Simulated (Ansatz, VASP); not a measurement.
# Cross-check of SiC (honeycomb SiC 5 layers, AA') between VASP and Ansatz, part 2 of 2

Wanted: the spread between two codes on one cell, functional and k mesh. The cell is taken from a series of runs on this material, whose earlier steps may have relaxed, scaled, displaced or heated it; both programs get it as it stands.

VASP 6.6.1 and Ansatz 0.2.0.

So far: Set-up; Ansatz: single point, PBE with D3(BJ); VASP: single point, PBE with D3(BJ).

## (3) VASP: single point, PBE with D3(BJ) (continued)

Level of this step: PBE with D3(BJ); plane waves and PAW (C, Si) (VASP).

Numbers of over 12 decimals in the logs are rounded to 6 here.

Parts of OUTCAR (step 3):

```text
ion  position               nearest neighbor table
   1  0.667  0.333  0.324-   6 1.82   6 1.82   6 1.82   7 2.25
   2  0.333  0.667  0.408-   7 1.82   7 1.82   7 1.82   6 2.19   8 2.56
   3  0.667  0.333  0.500-   8 1.81   8 1.81   8 1.81
   4  0.333  0.667  0.592-   9 1.82   9 1.82   9 1.82  10 2.19   8 2.56
   5  0.667  0.333  0.676-  10 1.82  10 1.82  10 1.82   9 2.25
   6  0.333  0.667  0.329-   1 1.82   1 1.82   1 1.82   2 2.19   7 2.78   7 2.78   7 2.78
   7  0.667  0.333  0.405-   2 1.82   2 1.82   2 1.82   1 2.25   6 2.78   6 2.78   6 2.78
   8  0.333  0.667  0.500-   3 1.81   3 1.81   3 1.81   4 2.56   2 2.56
   9  0.667  0.333  0.595-   4 1.82   4 1.82   4 1.82   5 2.25  10 2.78  10 2.78  10 2.78
  10  0.333  0.667  0.671-   5 1.82   5 1.82   5 1.82   4 2.19   9 2.78   9 2.78   9 2.78

  LATTYP: Found a hexagonal cell.
 ALAT       =     3.1416992414
 C/A-ratio  =     8.8451422292

 Subroutine GETGRP returns: Found 12 space group operations
 (whereof 12 operations were pure point group operations)

The static configuration has the point symmetry D_3h.

 Found     37 irreducible k-points:

   k-points           NKPTS =     37   k-points in BZ     NKDIM =     37   number of bands    NBANDS=     30

   dimension x,y,z NGX =    24 NGY =   24 NGZ =  210
   dimension x,y,z NGXF=    48 NGYF=   48 NGZF=  420

   ENCUT  =  520.0 eV  38.22 Ry    6.18 a.u.   5.84  5.84 51.67*2*pi/ulx,y,z

   NELECT =      40.0000    total number of electrons

 k-points in reciprocal lattice and weights: Automatic mesh
   0.00000000  0.00000000  0.00000000       0.003
   0.05555556 -0.00000000  0.00000000       0.019
   0.11111111 -0.00000000  0.00000000       0.019
   0.16666667 -0.00000000  0.00000000       0.019
   0.22222222 -0.00000000  0.00000000       0.019
   0.27777778  0.00000000  0.00000000       0.019
   0.33333333 -0.00000000  0.00000000       0.019
   0.38888889  0.00000000  0.00000000       0.019
   0.44444444 -0.00000000  0.00000000       0.019
[...]
0.33333333  0.27777778  0.00000000       0.037
   0.33333333  0.33333333  0.00000000       0.006

 dipolmoment           0.000000      0.000000      0.000000 electrons x Angstroem

 average (electrostatic) potential at core
       1 -52.4519       2 -52.7960       3 -52.5413       4 -52.7960       5 -52.4519
       6 -88.4176       7 -88.8121       8 -88.5462       9 -88.8121      10 -88.4176

 E-fermi :   1.8964

 k-point     1 :       0.0000    0.0000    0.0000
  band No.  band energies     occupation
    ...
     16      -0.6442      2.00000
     17      -0.5528      2.00000
     18      -0.5528      2.00000
     19      -0.4828      2.00000
     20       1.1430      2.00000
     21       4.2772      0.00000
     22       4.6027      0.00000
     23       5.1627      0.00000
     24       5.5423      0.00000
     25       6.0209      0.00000
    ...

 k-point     2 :       0.0556   -0.0000    0.0000
  band No.  band energies     occupation
    ...
     16      -0.7443      2.00000
     17      -0.6867      2.00000
     18      -0.5885      2.00000
     19      -0.3222      2.00000
     20       1.2069      2.00000
     21       4.4596      0.00000
     22       4.7389      0.00000
     23       5.2246      0.00000
     24       5.5884      0.00000
     25       6.1004      0.00000
    ...

 k-point     3 :       0.1111   -0.0000    0.0000
  band No.  band energies     occupation
    ...
     16      -1.2596      2.00000
     17      -0.8101      2.00000
     18      -0.6956      2.00000
     19      -0.0919      2.00000
     20       1.3130      2.00000
     21       4.7199      0.00000
     22       4.9146      0.00000
     23       5.3618      0.00000
     24       5.5814      0.00000
     25       5.9463      0.00000
    ...

 Edisp (eV)   -2.54541

  Total      -0.10204    -0.10204    -0.00494     0.00000     0.00000    -0.00000
  in kB      -0.68824    -0.68824    -0.03335     0.00000     0.00000    -0.00000
  external pressure =       -0.47 kB  Pullay stress =        0.00 kB

  energy-cutoff  :      520.00
  volume of cell :      237.54
      direct lattice vectors                 reciprocal lattice vectors
     3.141699241  0.000000000  0.000000000     0.318299087  0.183770064  0.000000000
    -1.570849621  2.720791354  0.000000000     0.000000000  0.367540127  0.000000000
     0.000000000  0.000000000 27.788776632     0.000000000  0.000000000  0.035985751

 POSITION                                       TOTAL-FORCE (eV/Angst)
 -----------------------------------------------------------------------------------
      1.57085      0.90693      9.00000         0.000000     -0.000000     -0.007186
      0.00000      1.81386     11.33172        -0.000000      0.000000      0.004673
      1.57085      0.90693     13.89439        -0.000000      0.000000      0.000000
      0.00000      1.81386     16.45706        -0.000000      0.000000     -0.004673
      1.57085      0.90693     18.78878         0.000000     -0.000000      0.007186
      0.00000      1.81386      9.14386         0.000000      0.000000      0.002467
      1.57085      0.90693     11.25384        -0.000000     -0.000000     -0.002809
      0.00000      1.81386     13.89439         0.000000     -0.000000      0.000000
      1.57085      0.90693     16.53494        -0.000000      0.000000      0.002809
      0.00000      1.81386     18.64492         0.000000     -0.000000     -0.002467
 -----------------------------------------------------------------------------------
    total drift:                               -0.000000      0.000000      0.000000

  FREE ENERGIE OF THE ION-ELECTRON SYSTEM (eV)
  ---------------------------------------------------
  free  energy   TOTEN  =       -73.3151320186 eV

  energy  without entropy=      -73.3151320184  energy(sigma->0) =      -73.31513202

 vacuum level on the upper side and lower side of the slab         6.066         6.066

 total charge
# of ion       s       p       d       tot
------------------------------------------
    1        0.846   1.694   0.000   2.541
    2        0.850   1.725   0.000   2.575
    3        0.844   1.693   0.000   2.537
    4        0.850   1.725   0.000   2.575
    5        0.846   1.694   0.000   2.541
    6        0.713   0.938   0.000   1.651
    7        0.705   0.930   0.000   1.635
    8        0.722   0.916   0.000   1.637
    9        0.705   0.930   0.000   1.635
   10        0.713   0.938   0.000   1.651
--------------------------------------------------
tot          7.795  13.184   0.000  20.979

[... 3 further parts left out ...]
```

## (4) Comparison

Known differences besides the potentials themselves: the cutoff is 420 eV in Ansatz and 520 eV in VASP. Total energies have different zeros and are not compared.

Both answers:

```
              quantity  Ansatz   VASP  difference
gap on the k mesh (eV)   1.039  1.033      +0.006
```

A gap on the mesh is an upper bound, since the band edges may lie between its points. With vacuum in the cell, a pressure given here is an average over mostly empty space and none of the material.

## (5) Outcome

```yaml
difference_in_gap_on_the_k_mesh_single_point_pbe_with_d3_bj: 0.0058 eV
```

**Reading.** The difference in gap on the k mesh is 0.0058 eV (single point, PBE with D3(BJ)), within the 0.08 eV picked in this series as the mark of a large difference. Such differences can come from data sets, numerical settings and the points named under the comparisons, not from the functional's error against experiment.

[Lines on the potential files, build, host, timing and source positions are cut from VASP's logs without a mark.]

[Logs are printed without paths, hosts, clocks, repeated set-up lines and the standing remarks that a program may print on its own settings, such as how far it seeks lower states.]

[Hosts, paths, dates, database ids (printed as entryN), source tags and the programs' standing remarks are cut or masked in the printed files.]
